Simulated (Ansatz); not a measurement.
Ba:

```
Ba
1.0
    -2.50650    2.50650    2.50650
     2.50650   -2.50650    2.50650
     2.50650    2.50650   -2.50650
Ba
1
Direct
  0.00000 0.00000 0.00000
```

Base run:

| Quantity | Value |
| --- | --- |
| Program | Ansatz 0.2.0 |
| Functional | PBEsol |
| Potentials or basis | all-electron LAPW, relativistic spinors |
| Cutoff | 74 eV |
| Density cutoff | 297 eV |
| Basis error allowed | 0.001 eV/atom |
| k mesh | 6 × 6 × 6 |
| Occupations | fermi-dirac, width 0.05 eV |
| Spin | spin-orbit coupling, no magnetisation |

Its results: pressure -0.6 GPa.

**Question.** The run is repeated on the same cell with these changes: functional from PBEsol to PBE. What comes out?

**Answer.** Pressure 0.1 GPa.

PBE binds less tightly than PBEsol, so the same cell stands under more pressure.

Caveats: the k mesh is thin for a metal, which can move the energy by tens of meV per atom.

Not every run made on this cell is shown here.
